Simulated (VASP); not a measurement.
# Al (Fm-3m) in VASP: settings compared, part 2 of 3

VASP 6.6.1. The steps go on from the part before.

## Step 3: Relaxation of cell and atoms, AM05

This run uses another cell than the first one, of 16.09 Å³/atom, 0.969 times its volume.

Input file INCAR:

```
PREC = Accurate
ENCUT = 600
EDIFF = 1E-7
ISMEAR = 1
SIGMA = 0.1
LREAL = False
LASPH = True
NELM = 80
ALGO = Normal
ISIF = 3
LWAVE = False
LCHARG = False
GGA = AM
IBRION = 2
NSW = 90
EDIFFG = -0.005
```

Input file KPOINTS:

```
Automatic mesh
0
Gamma
  16 16 16
```

Input file POSCAR:

```
Al                                      
1.0
   -0.0000000000      2.0037200621      2.0037200621
    2.0037200621      0.0000000000      2.0037200621
    2.0037200621      2.0037200621      0.0000000000
  Al            
     1
Direct
     0.0000000000000000    0.0000000000000000    0.0000000000000000
```

Potentials or basis: VASP PAW PBE potentials, release 64 (Al).

The run is started by

```console
$ cat potpaw_PBE.64/Al/POTCAR > POTCAR
$ mpirun -np 1 vasp_std > vasp.out
```

OUTCAR:

```text
PREC = Accurate
   ENCUT = 600
   EDIFF = 1E-7
   ISMEAR = 1
   LREAL = False
   LASPH = True
   NELM = 80
   ISIF = 3
   GGA = AM
   IBRION = 2
   NSW = 90
   EDIFFG = -0.005

 ion  position               nearest neighbor table
   1  0.000  0.000  0.000-

  LATTYP: Found a face centered cubic cell.
 ALAT       =     4.0074401242

  Lattice vectors:

 A1 = (   0.0000000000,   2.0037200621,   2.0037200621)
 A2 = (   2.0037200621,   0.0000000000,   2.0037200621)
 A3 = (   2.0037200621,   2.0037200621,   0.0000000000)

Analysis of symmetry for initial positions (statically):
=====================================================================
 Subroutine PRICEL returns:
 Original cell was already a primitive cell.

 Routine SETGRP: Setting up the symmetry group for a
 face centered cubic supercell.

 Subroutine GETGRP returns: Found 48 space group operations
 (whereof 48 operations were pure point group operations)
 out of a pool of 48 trial point group operations.

The static configuration has the point symmetry O_h .

Analysis of symmetry for dynamics (positions and initial velocities):
=====================================================================
 Subroutine PRICEL returns:
 Original cell was already a primitive cell.

 Routine SETGRP: Setting up the symmetry group for a
 face centered cubic supercell.

 Subroutine GETGRP returns: Found 48 space group operations
 (whereof 48 operations were pure point group operations)
 out of a pool of 48 trial point group operations.

The dynamic configuration has the point symmetry O_h .

 Subroutine INISYM returns: Found 48 space group operations
 (whereof 48 operations are pure point group operations),
 and found     1 'primitive' translations

----------------------------------------------------------------------------------------

                                     Primitive cell

  volume of cell :      16.0894

  direct lattice vectors                    reciprocal lattice vectors
     0.000000000  2.003720062  2.003720062    -0.249535856  0.249535856  0.249535856
     2.003720062  0.000000000  2.003720062     0.249535856 -0.249535856  0.249535856
     2.003720062  2.003720062  0.000000000     0.249535856  0.249535856 -0.249535856

  length of vectors
     2.833688087  2.833688087  2.833688087     0.432208780  0.432208780  0.432208780

  position of ions in fractional coordinates (direct lattice)
     0.000000000  0.000000000  0.000000000

  ion indices of the primitive-cell ions
   primitive index   ion index
                 1           1

----------------------------------------------------------------------------------------

 KPOINTS: Automatic mesh

Automatic generation of k-mesh.
 Grid dimensions read from file:
 generate k-points for:   16   16   16

 Generating k-lattice:

  Cartesian coordinates                     Fractional coordinates (reciprocal lattice)
    -0.015595991  0.015595991  0.015595991     0.062500000  0.000000000  0.000000000
     0.015595991 -0.015595991  0.015595991     0.000000000  0.062500000  0.000000000
     0.015595991  0.015595991 -0.015595991     0.000000000  0.000000000  0.062500000

  Length of vectors
     0.027013049  0.027013049  0.027013049

  Shift w.r.t. Gamma in fractional coordinates (k-lattice)
     0.000000000  0.000000000  0.000000000

 Subroutine IBZKPT returns following result:
 ===========================================

 Found    145 irreducible k-points:

 Following reciprocal coordinates:
            Coordinates               Weight
  0.000000  0.000000  0.000000      1.000000
  0.062500  0.000000  0.000000      8.000000
  0.125000  0.000000  0.000000      8.000000
  0.187500  0.000000  0.000000      8.000000
  0.250000  0.000000  0.000000      8.000000
  0.312500  0.000000  0.000000      8.000000
[... 16 lines left out ...]
 -0.125000  0.062500  0.000000     24.000000
 -0.062500  0.062500  0.000000     12.000000
 [... further k-points ...]
   k-points           NKPTS =    145   k-points in BZ     NKDIM =    145   number of bands    NBANDS=      5
   number of dos      NEDOS =    301   number of ions     NIONS =      1
   total plane-waves  NPLWV =  13824
   dimension x,y,z NGX =    24 NGY =   24 NGZ =   24
   dimension x,y,z NGXF=    48 NGYF=   48 NGZF=   48
   ions per type =               1
   NGX,Y,Z   is equivalent  to a cutoff of  14.08, 14.08, 14.08 a.u.
   NGXF,Y,Z  is equivalent  to a cutoff of  28.16, 28.16, 28.16 a.u.
 SYSTEM =  unknown system
   PREC   = accura    normal or accurate (medium, high low for compatibility)
   ISTART =      0    job   : 0-new  1-cont  2-samecut
   ICHARG =      2    charge: 1-file 2-atom 10-const
   ISPIN  =      1    spin polarized calculation?
   LNONCOLLINEAR =      F non collinear calculations
   LSORBIT =      F    spin-orbit coupling
   LASPH  =      T    aspherical Exc in radial PAW
   ENCUT  =  600.0 eV  44.10 Ry    6.64 a.u.   5.66  5.66  5.66*2*pi/ulx,y,z
   NELM   =     80;   NELMIN=  2; NELMDL= -5     # of ELM steps
   EDIFF  = 0.1E-06   stopping-criterion for ELM
   LREAL  =      F    real-space projection
   EDIFFG = -.5E-02   stopping-criterion for IOM
   NSW    =     90    number of steps for IOM
   IBRION =      2    ionic relax: 0-MD 1-quasi-New 2-CG
   NFREE  =      1    steps in history (QN), initial steepest desc. (CG)
   ISIF   =      3    stress and relaxation
   ISYM   =      2    0-nonsym 1-usesym 2-fastsym
   POTIM  = 0.5000    time-step for ionic-motion
   TEBEG  =    0.0;   TEEND  =   0.0 temperature during run
   PSTRESS=    0.0 pullay stress
   NELECT =       3.0000    total number of electrons
   NUPDOWN=      -1.0000    fix difference up-down
   EMIN   =  10.00;   EMAX   =-10.00  energy-range for DOS
   EFERMI =   0.00;   METHOD = LEGACY
   ISMEAR =     1;   SIGMA  =   0.10  broadening in eV -4-tet -1-fermi 0-gaus
   EFERMI_NEDOS =   21; number of points for ismear=-14 and -15
   IALGO  =     38    algorithm
   IMIX   =      4    mixing-type and parameters
     AMIX     =   0.40;   BMIX     =  1.00
     AMIX_MAG =   1.60;   BMIX_MAG =  1.00
  volume/ion in A,a.u.               =      16.09       108.58
  Fermi-wavevector in a.u.,A,eV,Ry     =   0.935265  1.767395 11.901307  0.874721
  Thomas-Fermi vector in A             =   2.062155
   LORBIT       =      0    0 simple, 1 ext, 2 COOP (PROOUT), +10 PAW based schemes
   GGA     = AM    functional components
   LHFCALC =     F    Hartree Fock is set to
   AEXX    =    0.0000 exact exchange contribution
   IVDW    =     0    specifies the selected vdW correction
   LEPSILON=     F    determine dielectric tensor
   LRPA    =     F    only Hartree local field effects (RPA)
 conjugate gradient relaxation of ions
 non-spin polarized calculation
 Methfessel and Paxton  Order N= 1 SIGMA  =   0.10
  energy-cutoff  :      600.00
  volume of cell :       16.09
 maximum number of plane-waves:       548
   NGX = 11   NGY = 11   NGZ = 11

 number of electron       3.0000000 magnetization

 Free energy of the ion-electron system (eV)
  ---------------------------------------------------
  ext. energy  EPLUGINS =         0.00000000
  ---------------------------------------------------
  free energy    TOTEN  =        -4.02421364 eV

  energy without entropy =       -4.02450640  energy(sigma->0) =       -4.02431123

 E-fermi :   8.2611     XC(G=0): -10.3428

 val. band max:        8.2274277940   @ k =  -0.2500   0.3125   0.1250
 cond. band min:       8.2973901754   @ k =  -0.2500   0.5000   0.2500
 fundamental gap:      0.0699623814
 Fermi energy:         8.2611259905

 k-point     1 :       0.0000    0.0000    0.0000
  band No.  band energies     occupation
      1      -3.0694      2.00000
      2      20.9822      0.00000
      3      20.9822      0.00000
      4      20.9822      0.00000
      5      22.6916      0.00000

 k-point     2 :       0.0625    0.0000    0.0000
  band No.  band energies     occupation
      1      -2.9615      2.00000
      2      19.2120      0.00000
      3      20.6369      0.00000
      4      20.6369      0.00000
      5      23.2078      0.00000

 k-point     3 :       0.1250    0.0000    0.0000
  band No.  band energies     occupation
      1      -2.6383      2.00000
      2      16.6653      0.00000
      3      20.0839      0.00000
      4      20.0839      0.00000
      5      23.2089      0.00000
[... 153 lines left out ...]
 k-point    23 :      -0.1250    0.0625    0.0000
  band No.  band energies     occupation
      1      -2.3875      2.00000
      2      15.8340      0.00000
      3      18.0647      0.00000
      4      21.1716      0.00000
      5      23.4726      0.00000

 k-point    24 :      -0.0625    0.0625    0.0000
  band No.  band energies     occupation
      1      -2.7818      2.00000
      2      18.1162      0.00000
      3      18.9106      0.00000
      4      21.2624      0.00000
      5      22.8780      0.00000

 [... further k-points ...]
[... 5 lines left out ...]
  --------------------------------------------------------------------------------------
  -------------------------------------------------------------------------------------
  Total        0.0004983      0.0004983      0.0004983     -0.0000000     -0.0000000      0.0000000
  in kB        0.0496194      0.0496194      0.0496194     -0.0000000     -0.0000000      0.0000000
  external PRESSURE =       0.0496194 kB  Pullay stress =       0.0000000 kB

 VOLUME and BASIS-vectors are now :
 -----------------------------------------------------------------------------
  energy-cutoff  :      600.00
  volume of cell :       16.09
      direct lattice vectors                 reciprocal lattice vectors
     0.000000000  2.003720062  2.003720062    -0.249535856  0.249535856  0.249535856
     2.003720062  0.000000000  2.003720062     0.249535856 -0.249535856  0.249535856
     2.003720062  2.003720062  0.000000000     0.249535856  0.249535856 -0.249535856

 POSITION                                       TOTAL-FORCE (eV/Angst)
 -----------------------------------------------------------------------------------
      0.00000      0.00000      0.00000         0.000000      0.000000     -0.000000
 -----------------------------------------------------------------------------------
    total drift:                               -0.000000      0.000000      0.000000

  FREE ENERGIE OF THE ION-ELECTRON SYSTEM (eV)
  ---------------------------------------------------
  free  energy   TOTEN  =        -4.0242136426 eV

  energy  without entropy=       -4.0245064032  energy(sigma->0) =       -4.02431123

 reached required accuracy - stopping structural energy minimisation
```

OSZICAR:

```text
N       E                     dE             d eps       ncg     rms          rms(c)
DAV:   1    -0.165152440686E+01   -0.16515E+01   -0.93801E+02  1460   0.377E+02
DAV:   2    -0.403658194039E+01   -0.23851E+01   -0.22506E+01  1870   0.333E+01
DAV:   3    -0.406048549825E+01   -0.23904E-01   -0.21638E-01  1935   0.372E+00
DAV:   4    -0.406054852534E+01   -0.63027E-04   -0.63022E-04  1945   0.193E-01
DAV:   5    -0.406054878427E+01   -0.25893E-06   -0.25904E-06  1960   0.113E-02    0.153E+00
DAV:   6    -0.403909322539E+01    0.21456E-01   -0.30496E-03  1680   0.399E-01    0.879E-01
DAV:   7    -0.402423072409E+01    0.14863E-01   -0.94128E-03  1745   0.660E-01    0.157E-01
DAV:   8    -0.402421794393E+01    0.12780E-04   -0.27985E-05  1745   0.615E-02    0.266E-02
DAV:   9    -0.402421386750E+01    0.40764E-05   -0.32133E-06  1920   0.124E-02    0.170E-03
DAV:  10    -0.402421368452E+01    0.18299E-06   -0.72600E-09  1715   0.968E-04    0.119E-03
DAV:  11    -0.402421364256E+01    0.41960E-07   -0.64443E-10  1050   0.241E-04
   1 F= -.40242136E+01 E0= -.40243112E+01  d E =-.402421E+01
```

It took 4.3 s on 1 thread of Intel Xeon 6975P-C (Granite Rapids), shared host; peak memory 0.14 GiB.

Results:

* Free energy: -4.0242 eV
* Pressure after relaxing: 0.0 GPa
* Band gap on the k mesh: none (metal or under the smearing width)

Final structure:
```
Al
1.0
     0.00000    2.00372    2.00372
     2.00372    0.00000    2.00372
     2.00372    2.00372    0.00000
Al
1
Direct
  0.00000 0.00000 0.00000
```

Caveat: the relaxation stopped at its first step, so nothing moved; the PAW data sets were made with another functional, which shifts forces and pressure a little.

(Continued in part 3 of 3.)
